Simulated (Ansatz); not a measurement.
# AlN: the cost of one run

Program: Ansatz 0.2.0. Level of theory: plane waves, PAW. These are calculated values, not measurements.

## Step 1: The starting structure

It takes space group P6_3/mmc (No. 194, hexagonal). The conventional cell has a = 2.833 Å, b = 2.833 Å, c = 4.841 Å, α = 90.00°, β = 90.00°, γ = 120.00°. Al (site symmetry -3m) is surrounded by 6 N at 2.03 Å. N (site symmetry -6m2) has 6 Al at 2.03 Å as nearest neighbours.

Coordinates:

```
Al N
1.0
     2.83285    0.00000    0.00000
    -1.41643    2.45332    0.00000
     0.00000    0.00000    4.84101
Al N
2 2
Direct
  0.00000 0.00000 0.00000
  0.00000 0.00000 0.50000
  0.33333 0.66667 0.25000
  0.66667 0.33333 0.75000
```

The cell was relaxed beforehand with r2SCAN; those runs aren't shown.

## Step 2: PBE, anion s p, 6×6×4

The input, input.yaml:

```yaml
crystal:
  lattice:
    - [2.8328531146, 0.0, 0.0]
    - [-1.4164265573, 2.4533227624, 0.0]
    - [0.0, 0.0, 4.8410108389]
  atoms:
    - { symbol: Al, position: [0.0, 0.0, 0.0] }
    - { symbol: Al, position: [0.0, 0.0, 0.5] }
    - { symbol: "N", position: [0.3333333333, 0.6666666667, 0.25] }
    - { symbol: "N", position: [0.6666666667, 0.3333333333, 0.75] }
kpoints:
  mp_grid: { grid: [9, 9, 4] }
  band_path:
    path:
      - [[0.0, 0.0, 0.0], [0.5, 3.184532303113e-17, 0.0], [0.3333333333333, 0.3333333333333, 0.0], [0.0, 0.0, 0.0], [0.0, 0.0, 0.5], [0.5, 3.184532303113e-17, 0.5], [0.3333333333333, 0.3333333333333, 0.5], [0.0, 0.0, 0.5]]
      - [[0.5, 3.184532303113e-17, 0.5], [0.5, 3.184532303113e-17, 0.0]]
      - [[0.3333333333333, 0.3333333333333, 0.5], [0.3333333333333, 0.3333333333333, 0.0]]
    npoints: 10
hamiltonian:
  xc: pbe
scf:
  occupations: { method: fixed }
  n_extra_bands: 6
output:
  forces: false
  stress: false
  eigenvalues: true
  wannier:
    kmesh: [6, 6, 4]
    projections: [{ species: "N", l: s, shell: 2 }, { species: "N", l: p, shell: 2 }]
    minimise: true
    write_hr: true
    conv_tol: 1.0e-08
    max_iter: 3000
```

Run with:

```console
$ ansatz run input.yaml --threads 4 --pin off --max-ram 3686MiB --backend cpu --events-out ev --progress --plain --runs-dir out
```

Q: Estimate wall time and peak memory on 4 threads of AMD EPYC 7R43 (Zen 3), shared host.

About 1.7 s, with a peak of 0.29 GiB.
